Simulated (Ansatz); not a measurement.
A run of Ansatz 0.2.0:

run.py

```python
import json

import ase.io
import numpy as np
import spglib

import ansatz as az

atoms = ase.io.read("MgS.cif")
cell, frac, numbers = spglib.find_primitive((atoms.cell[:], atoms.get_scaled_positions(), atoms.numbers), symprec=1e-5)
atoms = ase.Atoms(numbers, cell=cell, scaled_positions=frac, pbc=True)

calculation = (
    az.Crystal.from_ase(atoms)
    .calculation()
    .kpoints(5, 5, 5)
    .functional("b3lyp")
    .pseudopotentials(kind="paw", level="accurate")
    .occupations(method="gaussian", width=0.05)
    .populations(orbitals="intrinsic")
    .bader_charges()
    .forces()
    .stress()
    .band_table(publish=True)
)
outcome = calculation.run(threads=2, events_out="events.jsonl")

report = outcome.report
for line in open("events.jsonl"):
    event = json.loads(line)
    if event["event"] == "scf_iter":
        d = event["data"]
        print(f"SCF {d['iter']:3d}  HF = {d['harris_foulkes_ev']:.6f} eV  dr2 = {d['dr2_ev']:.2e} eV")
    elif event["event"] in ("relax_step", "md_step"):
        d = event["data"]
        print(f"{event['event']} {d['step']:3d}  E = {d['lagrangian_ev']:.6f} eV")
np.set_printoptions(precision=5, suppress=True, linewidth=110)
print("converged:", report["converged"], "after", report["n_iterations"], "iterations")
print(f"free energy {report['free_energy_ev']:.6f} eV, Fermi level {report['fermi_energy_ev']:.4f} eV")
for key in ("band_edges_ev", "magnetization_mub", "site_moments_mub", "site_moments_nc_mub", "forces_ev_ang",
                "stress_gpa"):
    if report.get(key) is not None:
        print(key, np.array(report[key]), sep="\n")
```

MgS.cif

```cif
data_MgS
_cell_length_a 5.45144305
_cell_length_b 5.45144305
_cell_length_c 5.45144305
_cell_angle_alpha 90.00000000
_cell_angle_beta 90.00000000
_cell_angle_gamma 90.00000000
_space_group_name_H-M_alt 'Fm-3m'
_space_group_name_Hall '-F 4 2 3'
_space_group_IT_number 225
loop_
_space_group_symop_operation_xyz
'x,y,z'
'-x,-y,-z'
'-y,x,z'
'y,-x,-z'
'-x,-y,z'
'x,y,-z'
'y,-x,z'
'-y,x,-z'
'x,-y,-z'
'-x,y,z'
'-y,-x,-z'
'y,x,z'
'-x,y,-z'
'x,-y,z'
'y,x,-z'
'-y,-x,z'
'z,x,y'
'-z,-x,-y'
'z,-y,x'
'-z,y,-x'
'z,-x,-y'
'-z,x,y'
'z,y,-x'
'-z,-y,x'
'-z,x,-y'
'z,-x,y'
'-z,-y,-x'
'z,y,x'
'-z,-x,y'
'z,x,-y'
'-z,y,x'
'z,-y,-x'
'y,z,x'
'-y,-z,-x'
'x,z,-y'
'-x,-z,y'
'-y,z,-x'
'y,-z,x'
'-x,z,y'
'x,-z,-y'
'-y,-z,x'
'y,z,-x'
'-x,-z,-y'
'x,z,y'
'y,-z,-x'
'-y,z,x'
'x,-z,y'
'-x,z,-y'
'x,y+1/2,z+1/2'
'-x,-y+1/2,-z+1/2'
'-y,x+1/2,z+1/2'
'y,-x+1/2,-z+1/2'
'-x,-y+1/2,z+1/2'
'x,y+1/2,-z+1/2'
'y,-x+1/2,z+1/2'
'-y,x+1/2,-z+1/2'
'x,-y+1/2,-z+1/2'
'-x,y+1/2,z+1/2'
'-y,-x+1/2,-z+1/2'
'y,x+1/2,z+1/2'
'-x,y+1/2,-z+1/2'
[... 41 lines left out ...]
'y+1/2,-x,z+1/2'
'-y+1/2,x,-z+1/2'
'x+1/2,-y,-z+1/2'
'-x+1/2,y,z+1/2'
'-y+1/2,-x,-z+1/2'
'y+1/2,x,z+1/2'
'-x+1/2,y,-z+1/2'
'x+1/2,-y,z+1/2'
'y+1/2,x,-z+1/2'
'-y+1/2,-x,z+1/2'
'z+1/2,x,y+1/2'
'-z+1/2,-x,-y+1/2'
'z+1/2,-y,x+1/2'
'-z+1/2,y,-x+1/2'
'z+1/2,-x,-y+1/2'
'-z+1/2,x,y+1/2'
'z+1/2,y,-x+1/2'
'-z+1/2,-y,x+1/2'
'-z+1/2,x,-y+1/2'
'z+1/2,-x,y+1/2'
'-z+1/2,-y,-x+1/2'
'z+1/2,y,x+1/2'
'-z+1/2,-x,y+1/2'
'z+1/2,x,-y+1/2'
'-z+1/2,y,x+1/2'
'z+1/2,-y,-x+1/2'
'y+1/2,z,x+1/2'
'-y+1/2,-z,-x+1/2'
'x+1/2,z,-y+1/2'
'-x+1/2,-z,y+1/2'
'-y+1/2,z,-x+1/2'
'y+1/2,-z,x+1/2'
'-x+1/2,z,y+1/2'
'x+1/2,-z,-y+1/2'
'-y+1/2,-z,x+1/2'
'y+1/2,z,-x+1/2'
'-x+1/2,-z,-y+1/2'
'x+1/2,z,y+1/2'
'y+1/2,-z,-x+1/2'
'-y+1/2,z,x+1/2'
'x+1/2,-z,y+1/2'
'-x+1/2,z,-y+1/2'
'x+1/2,y+1/2,z'
'-x+1/2,-y+1/2,-z'
'-y+1/2,x+1/2,z'
'y+1/2,-x+1/2,-z'
'-x+1/2,-y+1/2,z'
'x+1/2,y+1/2,-z'
'y+1/2,-x+1/2,z'
'-y+1/2,x+1/2,-z'
'x+1/2,-y+1/2,-z'
'-x+1/2,y+1/2,z'
'-y+1/2,-x+1/2,-z'
'y+1/2,x+1/2,z'
'-x+1/2,y+1/2,-z'
'x+1/2,-y+1/2,z'
'y+1/2,x+1/2,-z'
'-y+1/2,-x+1/2,z'
'z+1/2,x+1/2,y'
'-z+1/2,-x+1/2,-y'
'z+1/2,-y+1/2,x'
'-z+1/2,y+1/2,-x'
'z+1/2,-x+1/2,-y'
'-z+1/2,x+1/2,y'
'z+1/2,y+1/2,-x'
'-z+1/2,-y+1/2,x'
'-z+1/2,x+1/2,-y'
'z+1/2,-x+1/2,y'
'-z+1/2,-y+1/2,-x'
'z+1/2,y+1/2,x'
'-z+1/2,-x+1/2,y'
'z+1/2,x+1/2,-y'
'-z+1/2,y+1/2,x'
'z+1/2,-y+1/2,-x'
'y+1/2,z+1/2,x'
'-y+1/2,-z+1/2,-x'
'x+1/2,z+1/2,-y'
'-x+1/2,-z+1/2,y'
'-y+1/2,z+1/2,-x'
'y+1/2,-z+1/2,x'
'-x+1/2,z+1/2,y'
'x+1/2,-z+1/2,-y'
'-y+1/2,-z+1/2,x'
'y+1/2,z+1/2,-x'
'-x+1/2,-z+1/2,-y'
'x+1/2,z+1/2,y'
'y+1/2,-z+1/2,-x'
'-y+1/2,z+1/2,x'
'x+1/2,-z+1/2,y'
'-x+1/2,z+1/2,-y'
loop_
_atom_site_label
_atom_site_type_symbol
_atom_site_symmetry_multiplicity
_atom_site_Wyckoff_symbol
_atom_site_fract_x
_atom_site_fract_y
_atom_site_fract_z
_atom_site_occupancy
S1 S 4 b 0.5000000000 0.0000000000 0.0000000000 1
Mg1 Mg 4 a 0.0000000000 0.0000000000 0.0000000000 1
```

Potentials or basis: Ansatz PAW accurate.

Launch:

```sh
$ python run.py
```

Hardware: 2 threads of Arm Neoverse V1, on a shared host.

Q: How long does it take, and how much memory?

A: Wall time 39 s on 2 threads of Arm Neoverse V1 (shared host), peak memory 2.3 GiB. Counts: scf iterations 11, plane waves 1917, k points 10, bands 12, engine runs 1.
